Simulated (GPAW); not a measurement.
## SnTe (puckered monolayer (GeS type)): G0W0 on several meshes in GPAW

Aim: the GW shift of SnTe (puckered monolayer (GeS type)) against the k mesh.

Method: LDA and many-body steps on it, plane waves, in GPAW 26.7.0.

This is a report of a sequence of runs, with most program output left out.

## (1) Starting point

The cell holds 4 atoms: 2 Sn and 2 Te. Its edges and angles: a = 4.419 Å, b = 4.416 Å, c = 13.800 Å, α = 90.0°, β = 90.0°, γ = 90.0°. Vacuum lies along c.

As a file:

```xyz
4
Lattice="4.4192 0.0000 0.0000 0.0000 4.4164 0.0000 0.0000 0.0000 13.8000" Properties=species:S:1:pos:R:3
Sn    0.2363    0.0000    8.2075
Te    2.4150    2.2082    8.4660
Sn    2.4459    2.2082    5.5925
Te    0.2054    0.0000    5.3340
```

The structure was relaxed with LDA. The runs that relaxed it are not among those shown. Spin-orbit coupling is left out unless a step names it.

## (2) Empty states on the mesh, 6×6×1 mesh, 447 bands

This step: GPAW 26.7.0; DFT, LDA, plane waves, PAW.

The sums over transitions need many empty states on a uniform mesh; this step solves for them.

run.py

```python
import json
import numpy as np
from gpaw.mpi import world
from gpaw import GPAW

calc = GPAW('gs.gpw').fixed_density(kpts={'size': (6, 6, 1), 'gamma': True},
    parallel={'domain': 1, 'band': 1},
    txt='nscf.txt')
calc.diagonalize_full_hamiltonian(nbands=447)
calc.write('full.gpw', mode='all')
res = {}
kpts = calc.get_ibz_k_points()
res['kpts'] = kpts
res['eigenvalues'] = [calc.get_eigenvalues(kpt=k) for k in range(len(kpts))]
res['n_electrons'] = calc.get_number_of_electrons()

if world.rank == 0:
    with open('result.json', 'w') as f:
        json.dump(res, f, default=lambda x: x.tolist())
```

The run is started by

```bash
> mpirun -n 16 gpaw python run.py
```

Wall time 3.4 min (16 MPI ranks of AMD EPYC 7R43, shared host); peak memory 37 GiB; 52 min of CPU time.

This step gave:

```yaml
gap: 1.089 eV
k_of_the_valence_top: 0.3333, 0, 0
k_of_the_conduction_bottom: 0.1667, 0.3333, 0
least_direct_gap: 1.303 eV
k_points_computed: 16
lowest_point_of_the_top_converged_band_above_the_valence_top: 75.2329 eV
```

On this mesh the gap is 1.089 eV.

## (3) 6×6×1

Now the one-shot GW correction: screening in the RPA, then the self-energy of the levels asked for.

This step: G0W0 on LDA, plane waves, PAW.

run.py

```python
import json
import numpy as np
from gpaw.mpi import world
from gpaw.response.g0w0 import G0W0

gw = G0W0('full.gpw',
    filename='gw',
    kpts=[0, 6, 8],
    bands=(18, 22),
    ecut=48,
    nbands=203,
    truncation='2D',
    integrate_gamma='sphere',
    q0_correction=True,
    frequencies={'type': 'nonlinear', 'domega0': 0.15, 'omega2': 15.0},
    eta=0.1,
    nblocksmax=True)
gw.calculate()
res = {mode: {k: v for k, v in r.items() if k != 'sigma_eskwn'}
       for mode, r in gw.all_results.items()}

if world.rank == 0:
    with open('result.json', 'w') as f:
        json.dump(res, f, default=lambda x: x.tolist())
```

The run is started by

```bash
> mpirun -n 16 gpaw python run.py
```

Elapsed: 2.6 min, on 16 MPI ranks; peak memory 6.6 GiB.

This step gave:

| Property | Result |
| --- | --- |
| G0W0 gap on the points computed | 1.330 eV |
| least direct G0W0 gap on the computed points | 1.506 eV |
| Z at the valence top | 0.7172 |
| Z at the conduction bottom | 0.7129 |
| starting gap on the mesh | 1.089 eV |
| k of the valence top | 0.3333, 0, 0 |
| k of the conduction bottom | 0.1667, 0.3333, 0 |

The gap on the mesh goes from 1.09 eV to 1.33 eV, a correction of +0.24 eV.

## (4) Empty states on the mesh, 4×4×1 mesh, 213 bands

This step: DFT, LDA, plane waves, PAW.

run.py

```python
import json
import numpy as np
from gpaw.mpi import world
from gpaw import GPAW

calc = GPAW('gs.gpw').fixed_density(kpts={'size': (4, 4, 1), 'gamma': True},
    nbands=248,
    convergence={'bands': 213},
    txt='nscf.txt')
calc.write('full.gpw', mode='all')
res = {}
kpts = calc.get_ibz_k_points()
res['kpts'] = kpts
res['eigenvalues'] = [calc.get_eigenvalues(kpt=k) for k in range(len(kpts))]
res['n_electrons'] = calc.get_number_of_electrons()

if world.rank == 0:
    with open('result.json', 'w') as f:
        json.dump(res, f, default=lambda x: x.tolist())
```

The run is started by

```bash
> mpirun -n 16 gpaw python run.py
```

Elapsed: 51 s, on 16 MPI ranks; peak memory 3.2 GiB; 13 min of CPU time.

Numbers from this step:

| Quantity | Value |
| --- | --- |
| gap | 1.335 eV |
| k of the valence top | 0.25, 0.25, 0 |
| k of the conduction bottom | 0, 0.5, 0 |
| least direct gap | 1.365 eV |
| k points computed | 9 |
| lowest point of the top converged band, above the valence top | 43.94 eV |

On this mesh the gap is 1.335 eV.

## (5) 4×4×1

This step: G0W0 on LDA, plane waves, PAW.

run.py

```python
import json
import numpy as np
from gpaw.mpi import world
from gpaw.response.g0w0 import G0W0

gw = G0W0('full.gpw',
    filename='gw',
    kpts=[0, 2, 4, 6],
    bands=(18, 22),
    ecut=48,
    nbands=203,
    truncation='2D',
    integrate_gamma='sphere',
    q0_correction=True,
    frequencies={'type': 'nonlinear', 'domega0': 0.15, 'omega2': 15.0},
    eta=0.1,
    nblocksmax=True)
gw.calculate()
res = {mode: {k: v for k, v in r.items() if k != 'sigma_eskwn'}
       for mode, r in gw.all_results.items()}

if world.rank == 0:
    with open('result.json', 'w') as f:
        json.dump(res, f, default=lambda x: x.tolist())
```

The run is started by

```bash
> mpirun -n 16 gpaw python run.py
```

Wall time 59 s (16 MPI ranks); peak memory 6.4 GiB; 15 min of CPU time.

Numbers from this step:

```
G0W0 gap on the mesh                         : 1.651 eV
least direct G0W0 gap on the computed points : 1.689 eV
Z at the valence top                         : 0.7054
Z at the conduction bottom                   : 0.7065
starting gap on the mesh                     : 1.335 eV
k of the valence top                         : 0.25, 0.25, 0
k of the conduction bottom                   : 0, 0.5, 0
```

Against G0W0 in GPAW (6×6×1 mesh, 203 bands, screening to 48 eV, full frequency, Hilbert transform), the gap moves by +0.321 eV.

## (6) The runs together

Times are wall times on 16 MPI ranks of AMD EPYC 7R43, shared host, good to a factor of about two.

| run | mesh | bands | screening cutoff (eV) | DFT gap (eV) | gap on the mesh (eV) | direct (eV) | time |
| --- | --- | --- | --- | --- | --- | --- | --- |
| 6×6×1 | 6×6×1 | 203 | 48 | 1.089 | 1.330 | 1.506 | 2.6 min |
| 4×4×1 | 4×4×1 | 203 | 48 | 1.335 | 1.651 | 1.689 | 59 s |

## (7) What came out

```yaml
6x6x1: 1.330 eV
4x4x1: 1.651 eV
known_limits: not at the basis limit; no spin-orbit coupling
```

In words: 4×4×1: +0.321 eV against 6×6×1, +0.246 eV of it in the start. Bands and cutoff are finite, so the gap is not at the basis limit. The miss can reach some tenths of an eV and take either sign; the mesh is an error of its own. These stock PAW sets were not made for GW; the filled d or f shell of Te lies in the frozen core, which bears on start and correction. A denser mesh or path gives a starting gap of 0.64 eV: the GW mesh misses a band edge, so its gaps are not the fundamental one. The many-body steps are scalar-relativistic: spin-orbit coupling is not in them.

[Paths, hosts, dates, memory and timing lines, banners, echoed tables and standing remarks are left out of the program output.]

[Logs are printed without paths, hosts, clocks, repeated set-up lines and the standing remarks that a program may print on its own settings, such as how far it seeks lower states.]

[Runs of the session that timed out or met a known fault of the program may be left out.]

[Hosts, paths, dates, database ids (printed as entryN), source tags and the programs' standing remarks are cut or masked in the printed files.]
